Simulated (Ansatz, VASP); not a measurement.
# Au in VASP and in Ansatz

```
Au
1.0
     0.00000    2.08306    2.08306
     2.08306    0.00000    2.08306
     2.08306    2.08306    0.00000
Au
1
Direct
  0.00000 0.00000 0.00000
```

Alike in both runs: task relaxation of cell and atoms; functional PBE; k mesh 18 × 18 × 18; occupations gaussian, width 0.1 eV; no spin polarisation.

|  | VASP | Ansatz |
| --- | --- | --- |
| version | VASP 6.6.1 | Ansatz 0.2.0 |
| potentials or method | VASP PAW PBE potentials, release 64 (Au) | scalar-relativistic, plane waves, PAW |
| plane-wave cutoff (eV) | 600 | 420 |
| valence electrons in the cell | 11 | 19 |

|  | VASP | Ansatz | Ansatz less VASP |
| --- | --- | --- | --- |
| gap on the k mesh at the Fermi level, each at its own relaxed structure (eV) | none | none | - |
| relaxed volume (Å³/atom) | 17.95 | 17.97 | +0.023 |
| relaxed cell length with the largest relative difference (Å) | 2.939 | 2.940 | +0.0013 |

A gap of «none» marks a metal or a gap that the smearing closes. The two sets of potentials don't hold the same shells in valence.

The runs have no spin-orbit coupling, so splittings on Au are missing.
